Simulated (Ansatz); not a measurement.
LiH:

```
Li H
1.0
     0.00000    2.03675    2.03675
     2.03675    0.00000    2.03675
     2.03675    2.03675    0.00000
Li H
1 1
Direct
  0.00000 0.00000 0.00000
  0.50000 0.50000 0.50000
```

Base run:

```yaml
Program: Ansatz 0.2.0
Functional: PBE0
Potentials_or_basis: all-electron PAW datasets made for the crystal
Cutoff: 220 eV (chosen from the basis error)
k_mesh: 8 × 8 × 8
Occupations: fermi-dirac, width 0.05 eV
Spin: no spin polarisation
```

Its results: band gap on the k mesh 4.69 eV, direct; pressure -2.1 GPa.

Problem. The run is repeated on the same cell with these changes: functional from PBE0 to HSE06. What comes out?

Solution. Band gap on the k mesh 4.00 eV, direct; pressure -2.2 GPa.

Caveats: the program warned that the printed levels may be off, so bands, gaps and densities of states are rough.

A k mesh can miss the band edges.
